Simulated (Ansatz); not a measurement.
# Germanium, diamond under r²SCAN: testing the Gaussian smearing, part 2 of 2

How small must the Gaussian smearing width be for energy and pressure to settle? The geometry was relaxed under r²SCAN beforehand and stays fixed; 7 values are run, from 0.01 to 1.0 eV. Wanted are the values from which on the energy stays within 10 and 1 meV/atom, and the pressure within 0.5 GPa, of the narrowest run. Within the series other settings stay, but some runs also write fields, which adds to their time. Spin polarisation is left out.

Ansatz 0.2.0; DFT r²SCAN, plane waves with PAW, scalar-relativistic. Earlier steps stand in the parts before.

## Step 5: Width 0.2 eV

The run at 0.2 eV.

Input file input.yaml:

```yaml
crystal:
  lattice:
    - [0.0, 2.8360149687, 2.8360149687]
    - [2.8360149687, 0.0, 2.8360149687]
    - [2.8360149687, 2.8360149687, 0.0]
  atoms:
    - { symbol: Ge, position: [0.5, 0.5, 0.5] }
    - { symbol: Ge, position: [0.75, 0.75, 0.75] }
hamiltonian:
  xc: r2scan
  pseudopotentials:
    kind: paw
    azcp:
      Ge: "pseudopotentials/Ge.paw.azcp"
basis:
  ecutwfc: 500
  fft_grid_basis: typed
kpoints:
  mp_grid: { grid: [10, 10, 10], shift: [0, 0, 0] }
magnetization:
  spin_polarized: false
scf:
  occupations: { method: gaussian, width: 0.2 }
  lower_state_search: "off"
output:
  stress: true
```

On the command line:

```console
$ ansatz run input.yaml --threads 2 --pin off --max-ram 5120MiB --backend cpu --events-out ev --progress --plain --runs-dir out
```

The log of the run:

```text
Warning: RAYON_NUM_THREADS=2 ignored (pool sized by the plan → 2); use --threads N
Engine: ansatz 0.2.0, x86_64-unknown-linux-gnu
Pseudopotentials: kind: paw
Pseudopotential: Ge, paw, valence charge 14, recommended cutoff 500 eV (meta_gga), <dir>
Functional definition: r2SCAN
  parameter k0 = 0.174
  parameter k1 = 0.065
  parameter a1 = 4.9479
  exchange = r2scan_x(k0 = k0, k1 = k1, a1 = a1)
  correlation = r2scan_c
Crystal: 2 atoms, lattice volume = 45.620 Å³
Basis set: ecut = 500 eV, 1139 PW (Γ), exchange–correlation on 120×120×120 points (64 copies of the dense FFT grid, shifted against one another)
Bands: 18, of which v1, the nominal top of the filled ones, is band 14 counted from 1 (13 counted from 0)
Symmetry: 48 space group operations
Space group: Fd-3m (ITA 227), of the structure as read, at distance tolerance 3.6e-5 Å
k-points: 47 of 1000
Non-local potential: Ge, projectors of the file, l = 0: 2, l = 1: 2, l = 2: 3, l = 3: 1
PAW form: soft (Blöchl's): semilocal exchange-correlation on the pseudo side does not see the compensation charge
PAW frozen core: Ge, regenerated for the run's functional (the file was generated under x = pbe(κ = 0.804, μ = 0.2195149727645171), c = pbe(β = 0.06672455060314922))
PAW one-centre angular grid: Ge, 590 points (default); XC on 160 Gauss nodes
Initial density: superposition of atomic densities (neutral atoms: chi_scale 0, normalization atom), corrected by the library's trained network
Initial wavefunctions: pseudopotential atomic-orbital guess
Functional: x = r2scan, c = r2scan; τ floored in thin density (d = 2e-4 eV/Å³)
SCF iter   1: F=-8605.801583 eV  HF=-8605.802465 eV  |F-HF|=8.82e-4  |Δ(HF+E_count)|=         —  Δρ=6.31e-3  dr2=5.69e-3  dr2_τ=4.41e-3  ethr=1.77e-3  ⟨swp⟩=5.1  Hψ=3875  notcnv=0
preconditioner: auto → none  [insulator: Δε(μ)=0.319 eV  Ē_g=24.405 eV  σ=0.200 eV  W_gap=0.74  n_scr=14 (ndim 8)  ℏωp=29.1 eV  f_vac=0.081  D(μ)=0.02/eV (n_scr^D=0)  ε∞_Penn≈2.4]
SCF iter   2: F=-8605.811541 eV  HF=-8605.811705 eV  |F-HF|=1.64e-4  |Δ(HF+E_count)|=   9.24e-3  Δρ=1.38e-3  dr2=4.64e-4  dr2_τ=2.21e-5  ethr=2.03e-5  ⟨swp⟩=2.0  Hψ=2146  notcnv=0
SCF iter   3: F=-8605.811764 eV  HF=-8605.811720 eV  |F-HF|=4.46e-5  |Δ(HF+E_count)|=   1.49e-5  Δρ=9.74e-4  dr2=1.31e-4  dr2_τ=1.70e-6  ethr=1.66e-6  ⟨swp⟩=2.0  Hψ=1591  notcnv=0
SCF iter   4: F=-8605.811771 eV  HF=-8605.811771 eV  |F-HF|=4.45e-7  |Δ(HF+E_count)|=   5.14e-5  Δρ=3.41e-5  dr2=3.14e-7  dr2_τ=1.70e-8  ethr=4.69e-7  ⟨swp⟩=2.1  Hψ=1160  notcnv=0
SCF iter   5: F=-8605.811772 eV  HF=-8605.811772 eV  |F-HF|=8.86e-9  |Δ(HF+E_count)|=   3.45e-7  Δρ=5.83e-6  dr2=6.37e-9  dr2_τ=1.98e-10  ethr=1.12e-9  ⟨swp⟩=2.0  Hψ=1504  notcnv=0
SCF iter   6: F=-8605.811772 eV  HF=-8605.811772 eV  |F-HF|=2.36e-10  |Δ(HF+E_count)|=   9.66e-9  Δρ=8.55e-7  dr2=2.23e-10  dr2_τ=1.83e-11  ethr=2.27e-11  ⟨swp⟩=2.0  Hψ=2476  notcnv=0
SCF 1 converged in 6 iterations: F = -8605.811772 eV  dr2 = 2.23e-10
SCF converged after 6 iterations
Free energy (F): -8605.811772 eV
Harris-Foulkes:  -8605.811772 eV  (|F-HF|=2.36e-10)
Internal energy: -8605.811406 eV  (E = F + TS)
E sigma→0 (E₀):  -8605.811589 eV
Entropy (-TS):   -0.000365 eV (-0.183 meV/atom)
Fermi energy:    8.464657 eV
--- Per-component energies (eV) ---
  E_band       = -320.120148
  E_kinetic    = 222.001092
  E_local      = -4954.886414  (includes V_loc(G=0)·N_el)
  E_nonlocal   = 839.973254
  E_hartree    = 2176.118830
  E_xc         = -138.207570
  E_vxc        = -135.821409  (∫ρ·V_xc dr)
  E_paw        = -4068.236381  (= ΣΔE_a)
  E_vpaw       = -651.254718  (= ΣTr[D̂ρ^β])
  E_aug_tail   = 0.000038  (compensation charges beyond the density's cutoff)
  E_vtau       = 7.629134  (kinetic-family band-sum trace: ∫τ·v_τ [+ j·A + Jᵃ·Aᵃ] dr)
  E_ewald      = -2680.402723
  E_core_change = -2.171532  (= ΣΔE_core)
  E_smearing   = -0.000365  (= −TS)
  E_closure    = 0.000000  (closes the sum)
  Σ components = -8605.811772   (vs F -8605.811772, Δ=0.00e0)
--- Stress (GPa, compression-positive) ---
        0.107582       0.000000       0.000000
       -0.000000       0.107582       0.000000
       -0.000000      -0.000000       0.107582
  P = ⅓ Tr σ = 0.1076 GPa (1.076 kbar)
```

It took 2.1 s on 2 threads of Intel Xeon 6975P-C (Granite Rapids), shared host; peak memory 0.52 GiB.

## Step 6: Width 0.3 eV

The run at 0.3 eV.

Changes to input.yaml since step 5:

```diff
@@ -22,3 +22,3 @@
 scf:
-  occupations: { method: gaussian, width: 0.2 }
+  occupations: { method: gaussian, width: 0.3 }
   lower_state_search: "off"
@@ -26 +26,5 @@
   stress: true
+  write_density: true
+  write_potential: true
+  elf: true
+  volumetric_format: npy
```

On the command line:

```console
$ ansatz run input.yaml --threads 2 --pin off --max-ram 5120MiB --backend cpu --events-out ev --progress --plain --runs-dir out
```

The log of the run:

```text
Warning: RAYON_NUM_THREADS=2 ignored (pool sized by the plan → 2); use --threads N
[... 9 set-up lines as earlier in the session ...]
Crystal: 2 atoms, lattice volume = 45.620 Å³
Basis set: ecut = 500 eV, 1139 PW (Γ), exchange–correlation on 120×120×120 points (64 copies of the dense FFT grid, shifted against one another)
Bands: 18, of which v1, the nominal top of the filled ones, is band 14 counted from 1 (13 counted from 0)
[... 2 set-up lines as earlier in the session ...]
k-points: 47 of 1000
[... 7 set-up lines as earlier in the session ...]
SCF iter   1: F=-8605.801819 eV  HF=-8605.802792 eV  |F-HF|=9.73e-4  |Δ(HF+E_count)|=         —  Δρ=6.27e-3  dr2=5.64e-3  dr2_τ=4.40e-3  ethr=1.77e-3  ⟨swp⟩=5.0  Hψ=3756  notcnv=0
preconditioner: auto → none  [insulator: Δε(μ)=0.319 eV  Ē_g=24.405 eV  σ=0.300 eV  W_gap=0.55  n_scr=14 (ndim 8)  ℏωp=29.1 eV  f_vac=0.081  D(μ)=0.05/eV (n_scr^D=0)  ε∞_Penn≈2.4]
SCF iter   2: F=-8605.811921 eV  HF=-8605.812081 eV  |F-HF|=1.61e-4  |Δ(HF+E_count)|=   9.29e-3  Δρ=1.38e-3  dr2=4.61e-4  dr2_τ=2.27e-5  ethr=2.02e-5  ⟨swp⟩=2.0  Hψ=2076  notcnv=0
SCF iter   3: F=-8605.812143 eV  HF=-8605.812098 eV  |F-HF|=4.53e-5  |Δ(HF+E_count)|=   1.66e-5  Δρ=9.71e-4  dr2=1.31e-4  dr2_τ=1.66e-6  ethr=1.65e-6  ⟨swp⟩=2.0  Hψ=1596  notcnv=0
SCF iter   4: F=-8605.812149 eV  HF=-8605.812150 eV  |F-HF|=3.63e-7  |Δ(HF+E_count)|=   5.16e-5  Δρ=3.51e-5  dr2=3.38e-7  dr2_τ=1.84e-8  ethr=4.68e-7  ⟨swp⟩=2.1  Hψ=1165  notcnv=0
SCF iter   5: F=-8605.812150 eV  HF=-8605.812150 eV  |F-HF|=8.88e-9  |Δ(HF+E_count)|=   1.34e-7  Δρ=6.85e-6  dr2=1.03e-8  dr2_τ=1.83e-10  ethr=1.21e-9  ⟨swp⟩=2.0  Hψ=1509  notcnv=0
SCF iter   6: F=-8605.812150 eV  HF=-8605.812150 eV  |F-HF|=3.35e-10  |Δ(HF+E_count)|=   9.74e-9  Δρ=1.22e-6  dr2=4.28e-10  dr2_τ=2.39e-11  ethr=3.66e-11  ⟨swp⟩=5.0  Hψ=4508  notcnv=0
SCF 1 converged in 6 iterations: F = -8605.812150 eV  dr2 = 4.28e-10
SCF converged after 6 iterations
Free energy (F): -8605.812150 eV
Harris-Foulkes:  -8605.812150 eV  (|F-HF|=3.35e-10)
Internal energy: -8605.810315 eV  (E = F + TS)
E sigma→0 (E₀):  -8605.811232 eV
Entropy (-TS):   -0.001835 eV (-0.917 meV/atom)
Fermi energy:    8.464826 eV
--- Per-component energies (eV) ---
  E_band       = -320.123361
  E_kinetic    = 222.001744
  E_local      = -4954.866998  (includes V_loc(G=0)·N_el)
  E_nonlocal   = 839.957548
  E_hartree    = 2176.098103
  E_xc         = -138.210525
  E_vxc        = -135.826480  (∫ρ·V_xc dr)
  E_paw        = -4068.215970  (= ΣΔE_a)
  E_vpaw       = -651.217147  (= ΣTr[D̂ρ^β])
  E_aug_tail   = 0.000038  (compensation charges beyond the density's cutoff)
  E_vtau       = 7.630328  (kinetic-family band-sum trace: ∫τ·v_τ [+ j·A + Jᵃ·Aᵃ] dr)
  E_ewald      = -2680.402723
  E_core_change = -2.171532  (= ΣΔE_core)
  E_smearing   = -0.001835  (= −TS)
  E_closure    = 0.000000  (closes the sum)
  Σ components = -8605.812150   (vs F -8605.812150, Δ=0.00e0)
--- Stress (GPa, compression-positive) ---
        0.132679      -0.000000      -0.000000
        0.000000       0.132679       0.000000
       -0.000000       0.000000       0.132679
  P = ⅓ Tr σ = 0.1327 GPa (1.327 kbar)
--- Band table (eV; the first three rows and the last of 47) ---
  k-point 0: bands = ["-17.1277", "-17.1277", "-17.1277", "-17.0887", "-17.0887", "-16.8727", "-16.8727", "-16.8727", "-16.8544", "-16.8544", "-4.9625", "8.2780", "8.2780", "8.2780", "8.6479", "11.0012", "11.0012", "11.0012"]
  k-point 1: bands = ["-17.1336", "-17.1336", "-17.1260", "-17.0806", "-17.0806", "-16.8804", "-16.8804", "-16.8747", "-16.8480", "-16.8480", "-4.8352", "6.4550", "8.0390", "8.0390", "9.5559", "11.3221", "11.3221", "11.6631"]
  k-point 2: bands = ["-17.1427", "-17.1427", "-17.1215", "-17.0658", "-17.0658", "-16.8919", "-16.8919", "-16.8799", "-16.8393", "-16.8393", "-4.4605", "4.4175", "7.5781", "7.5781", "9.3858", "11.9151", "11.9151", "13.3931"]
  k-point 46: bands = ["-17.1756", "-17.1756", "-17.0355", "-17.0355", "-16.9751", "-16.9751", "-16.9411", "-16.9411", "-16.8035", "-16.8035", "-0.8127", "-0.8127", "4.3262", "4.3262", "11.9620", "11.9620", "14.4140", "14.4140"]
```

Wall time 2 s (2 threads of Intel Xeon 6975P-C (Granite Rapids), shared host); peak memory 0.52 GiB.

## Step 7: Width 0.6 eV

The run at 0.6 eV.

Changes to input.yaml since step 6:

```diff
@@ -22,3 +22,3 @@
 scf:
-  occupations: { method: gaussian, width: 0.3 }
+  occupations: { method: gaussian, width: 0.6 }
   lower_state_search: "off"
@@ -26,5 +26 @@
   stress: true
-  write_density: true
-  write_potential: true
-  elf: true
-  volumetric_format: npy
```

On the command line:

```console
$ ansatz run input.yaml --threads 2 --pin off --max-ram 5120MiB --backend cpu --events-out ev --progress --plain --runs-dir out
```

The log of the run:

```text
Warning: RAYON_NUM_THREADS=2 ignored (pool sized by the plan → 2); use --threads N
band count auto-derived: 19 (N_el = 28.0; filled up to band 14; 18 by the electrons, moments and atoms)
[... 9 set-up lines as earlier in the session ...]
Crystal: 2 atoms, lattice volume = 45.620 Å³
Basis set: ecut = 500 eV, 1139 PW (Γ), exchange–correlation on 120×120×120 points (64 copies of the dense FFT grid, shifted against one another)
Bands: 19, of which v1, the nominal top of the filled ones, is band 14 counted from 1 (13 counted from 0)
[... 2 set-up lines as earlier in the session ...]
k-points: 47 of 1000
[... 7 set-up lines as earlier in the session ...]
SCF iter   1: F=-8605.806678 eV  HF=-8605.807943 eV  |F-HF|=1.26e-3  |Δ(HF+E_count)|=         —  Δρ=6.20e-3  dr2=5.59e-3  dr2_τ=4.35e-3  ethr=1.77e-3  ⟨swp⟩=5.0  Hψ=3963  notcnv=0
preconditioner: auto → Kerker (q_TF=auto, 2.515 Å⁻¹)  [metal: Δε(μ)=0.319 eV  Ē_g=25.361 eV  σ=0.600 eV  W_gap=0.29  n_scr=14 (ndim 8)  ℏωp=29.1 eV  f_vac=0.081  D(μ)=0.10/eV (n_scr^D=0)]
SCF iter   2: F=-8605.816918 eV  HF=-8605.816928 eV  |F-HF|=1.04e-5  |Δ(HF+E_count)|=   8.99e-3  Δρ=1.62e-3  dr2=4.15e-4  dr2_τ=2.38e-5  ethr=2.00e-5  ⟨swp⟩=2.0  Hψ=2141  notcnv=0
SCF iter   3: F=-8605.816991 eV  HF=-8605.816989 eV  |F-HF|=2.30e-6  |Δ(HF+E_count)|=   6.07e-5  Δρ=1.14e-3  dr2=2.10e-4  dr2_τ=1.92e-6  ethr=1.48e-6  ⟨swp⟩=2.0  Hψ=1736  notcnv=0
SCF iter   4: F=-8605.816999 eV  HF=-8605.816999 eV  |F-HF|=8.14e-7  |Δ(HF+E_count)|=   1.03e-5  Δρ=1.04e-4  dr2=8.15e-6  dr2_τ=6.69e-8  ethr=7.49e-7  ⟨swp⟩=1.0  Hψ=1079  notcnv=0
SCF iter   5: F=-8605.817000 eV  HF=-8605.817000 eV  |F-HF|=4.23e-7  |Δ(HF+E_count)|=   8.31e-7  Δρ=4.83e-5  dr2=1.96e-6  dr2_τ=1.03e-8  ethr=2.91e-8  ⟨swp⟩=3.0  Hψ=1565  notcnv=0
SCF iter   6: F=-8605.817000 eV  HF=-8605.817000 eV  |F-HF|=1.76e-8  |Δ(HF+E_count)|=   2.89e-8  Δρ=9.55e-6  dr2=1.96e-8  dr2_τ=2.70e-10  ethr=3.57e-10  ⟨swp⟩=2.6  Hψ=3554  notcnv=0
SCF 1 converged in 6 iterations: F = -8605.817000 eV  dr2 = 1.96e-8
SCF converged after 6 iterations
Free energy (F): -8605.817000 eV
Harris-Foulkes:  -8605.817000 eV  (|F-HF|=1.76e-8)
Internal energy: -8605.799308 eV  (E = F + TS)
E sigma→0 (E₀):  -8605.808154 eV
Entropy (-TS):   -0.017692 eV (-8.846 meV/atom)
Fermi energy:    8.480164 eV
--- Per-component energies (eV) ---
  E_band       = -320.190816
  E_kinetic    = 221.993972
  E_local      = -4954.707494  (includes V_loc(G=0)·N_el)
  E_nonlocal   = 839.889076
  E_hartree    = 2175.944293
  E_xc         = -138.215574
  E_vxc        = -135.838060  (∫ρ·V_xc dr)
  E_paw        = -4068.129365  (= ΣΔE_a)
  E_vpaw       = -651.053500  (= ΣTr[D̂ρ^β])
  E_aug_tail   = 0.000038  (compensation charges beyond the density's cutoff)
  E_vtau       = 7.635161  (kinetic-family band-sum trace: ∫τ·v_τ [+ j·A + Jᵃ·Aᵃ] dr)
  E_ewald      = -2680.402723
  E_core_change = -2.171532  (= ΣΔE_core)
  E_smearing   = -0.017692  (= −TS)
  E_closure    = 0.000000  (closes the sum)
  Σ components = -8605.817000   (vs F -8605.817000, Δ=0.00e0)
--- Stress (GPa, compression-positive) ---
        0.221755       0.000000      -0.000000
        0.000000       0.221755      -0.000000
       -0.000000       0.000000       0.221755
  P = ⅓ Tr σ = 0.2218 GPa (2.218 kbar)
```

Run time: 1.8 s. Hardware: 2 threads of Intel Xeon 6975P-C (Granite Rapids), shared host; peak memory 0.51 GiB.

## Step 8: Width 1.0 eV

The run at 1.0 eV.

Changes to input.yaml since step 7:

```diff
@@ -22,3 +22,3 @@
 scf:
-  occupations: { method: gaussian, width: 0.6 }
+  occupations: { method: gaussian, width: 1.0 }
   lower_state_search: "off"
@@ -26 +26,5 @@
   stress: true
+  write_density: true
+  write_potential: true
+  elf: true
+  volumetric_format: npy
```

On the command line:

```console
$ ansatz run input.yaml --threads 2 --pin off --max-ram 5120MiB --backend cpu --events-out ev --progress --plain --runs-dir out
```

The log of the run:

```text
Warning: RAYON_NUM_THREADS=2 ignored (pool sized by the plan → 2); use --threads N
band count auto-derived: 19 (N_el = 28.0; filled up to band 14; 18 by the electrons, moments and atoms)
[... 9 set-up lines as earlier in the session ...]
Crystal: 2 atoms, lattice volume = 45.620 Å³
Basis set: ecut = 500 eV, 1139 PW (Γ), exchange–correlation on 120×120×120 points (64 copies of the dense FFT grid, shifted against one another)
Bands: 19, of which v1, the nominal top of the filled ones, is band 14 counted from 1 (13 counted from 0)
[... 2 set-up lines as earlier in the session ...]
k-points: 47 of 1000
[... 7 set-up lines as earlier in the session ...]
SCF iter   1: F=-8605.832653 eV  HF=-8605.834208 eV  |F-HF|=1.55e-3  |Δ(HF+E_count)|=         —  Δρ=6.03e-3  dr2=5.62e-3  dr2_τ=4.22e-3  ethr=1.77e-3  ⟨swp⟩=5.0  Hψ=4041  notcnv=0
preconditioner: auto → Kerker (q_TF=auto, 2.515 Å⁻¹)  [metal: Δε(μ)=0.319 eV  Ē_g=25.361 eV  σ=1.000 eV  W_gap=0.18  n_scr=14 (ndim 8)  ℏωp=29.1 eV  f_vac=0.081  D(μ)=0.22/eV (n_scr^D=0)]
SCF iter   2: F=-8605.842475 eV  HF=-8605.842609 eV  |F-HF|=1.34e-4  |Δ(HF+E_count)|=   8.40e-3  Δρ=1.48e-3  dr2=6.01e-4  dr2_τ=2.39e-5  ethr=2.01e-5  ⟨swp⟩=2.0  Hψ=2152  notcnv=0
SCF iter   3: F=-8605.842561 eV  HF=-8605.842613 eV  |F-HF|=5.21e-5  |Δ(HF+E_count)|=   4.04e-6  Δρ=1.07e-3  dr2=3.30e-4  dr2_τ=2.01e-6  ethr=2.15e-6  ⟨swp⟩=2.0  Hψ=1604  notcnv=0
SCF iter   4: F=-8605.842582 eV  HF=-8605.842585 eV  |F-HF|=3.10e-6  |Δ(HF+E_count)|=   2.80e-5  Δρ=1.78e-4  dr2=2.66e-5  dr2_τ=1.55e-7  ethr=1.18e-6  ⟨swp⟩=1.3  Hψ=1106  notcnv=0
SCF iter   5: F=-8605.842585 eV  HF=-8605.842586 eV  |F-HF|=1.07e-6  |Δ(HF+E_count)|=   2.37e-7  Δρ=4.23e-5  dr2=1.29e-6  dr2_τ=2.42e-8  ethr=9.51e-8  ⟨swp⟩=3.0  Hψ=1722  notcnv=0
SCF iter   6: F=-8605.842586 eV  HF=-8605.842586 eV  |F-HF|=2.39e-8  |Δ(HF+E_count)|=   1.04e-7  Δρ=8.01e-6  dr2=1.42e-8  dr2_τ=5.22e-10  ethr=3.57e-10  ⟨swp⟩=6.2  Hψ=5815  notcnv=0
SCF 1 converged in 6 iterations: F = -8605.842586 eV  dr2 = 1.42e-8
SCF converged after 6 iterations
Free energy (F): -8605.842586 eV
Harris-Foulkes:  -8605.842586 eV  (|F-HF|=2.39e-8)
Internal energy: -8605.732433 eV  (E = F + TS)
E sigma→0 (E₀):  -8605.787509 eV
Entropy (-TS):   -0.110153 eV (-55.076 meV/atom)
Fermi energy:    8.425981 eV
--- Per-component energies (eV) ---
  E_band       = -320.433290
  E_kinetic    = 221.980203
  E_local      = -4954.204023  (includes V_loc(G=0)·N_el)
  E_nonlocal   = 839.744662
  E_hartree    = 2175.475385
  E_xc         = -138.207719
  E_vxc        = -135.838830  (∫ρ·V_xc dr)
  E_paw        = -4067.946724  (= ΣΔE_a)
  E_vpaw       = -650.711291  (= ΣTr[D̂ρ^β])
  E_aug_tail   = 0.000038  (compensation charges beyond the density's cutoff)
  E_vtau       = 7.645482  (kinetic-family band-sum trace: ∫τ·v_τ [+ j·A + Jᵃ·Aᵃ] dr)
  E_ewald      = -2680.402723
  E_core_change = -2.171532  (= ΣΔE_core)
  E_smearing   = -0.110153  (= −TS)
  E_closure    = 0.000000  (closes the sum)
  Σ components = -8605.842586   (vs F -8605.842586, Δ=0.00e0)
--- Stress (GPa, compression-positive) ---
        0.454162       0.000000       0.000000
        0.000000       0.454162       0.000000
        0.000000       0.000000       0.454162
  P = ⅓ Tr σ = 0.4542 GPa (4.542 kbar)
--- Band table (eV; the first three rows and the last of 47) ---
  k-point 0: bands = ["-17.1427", "-17.1427", "-17.1427", "-17.1036", "-17.1036", "-16.8876", "-16.8876", "-16.8876", "-16.8693", "-16.8693", "-4.9743", "8.2661", "8.2661", "8.2661", "8.6333", "10.9929", "10.9929", "10.9929", "15.3330"]
  k-point 1: bands = ["-17.1486", "-17.1486", "-17.1411", "-17.0955", "-17.0955", "-16.8954", "-16.8954", "-16.8896", "-16.8629", "-16.8629", "-4.8470", "6.4426", "8.0274", "8.0274", "9.5438", "11.3135", "11.3135", "11.6534", "15.9513"]
  k-point 2: bands = ["-17.1578", "-17.1578", "-17.1366", "-17.0807", "-17.0807", "-16.9068", "-16.9068", "-16.8948", "-16.8542", "-16.8542", "-4.4724", "4.4055", "7.5669", "7.5669", "9.3752", "11.9064", "11.9064", "13.3825", "16.9264"]
  k-point 46: bands = ["-17.1906", "-17.1906", "-17.0505", "-17.0505", "-16.9900", "-16.9900", "-16.9560", "-16.9560", "-16.8185", "-16.8185", "-0.8253", "-0.8253", "4.3173", "4.3173", "11.9544", "11.9544", "14.4063", "14.4063", "19.8898"]
```

Run time: 2.2 s. Hardware: 2 threads of Intel Xeon 6975P-C (Granite Rapids), shared host; peak memory 0.51 GiB.

## Step 9: All values side by side

Energies count from the run at 0.01 eV.

```tsv
smearing (eV)	F (meV/atom)	E(σ → 0) (meV/atom)	P (GPa)	SCF cycles	CPU time
0.01	0.00	0.00	0.10	6	4.6 s
0.03	0.00	0.00	0.10	6	3 s
0.1	0.00	0.00	0.10	6	3.5 s
0.2	-0.04	0.05	0.11	6	3.7 s
0.3	-0.23	0.23	0.13	6	3.4 s
0.6	-2.65	1.77	0.22	6	3.1 s
1.0	-15.44	12.09	0.45	6	3.8 s
```

## Step 10: Results

This closing draws on all 2 parts.

| quantity | value |
| --- | --- |
| E(σ → 0) stays within 10 meV/atom of 0.01 eV | up to 0.6 eV |
| E(σ → 0) stays within 1 meV/atom | up to 0.3 eV |
| pressure stays within 0.5 GPa | up to 1.0 eV |
| pressure at 0.01 eV | 0.10 GPa |

In words: At 1.0 eV the energy differs by +12.1 meV/atom and the pressure by +0.4 GPa. Over the range F shifts by -15.4 meV/atom, while E(σ → 0) shifts by +12.1. While the width stays far under the gap, it changes nothing.

The gaps are Kohn-Sham values of a semilocal functional, not quasiparticle or optical gaps. Such gaps usually fall short of the measured ones.
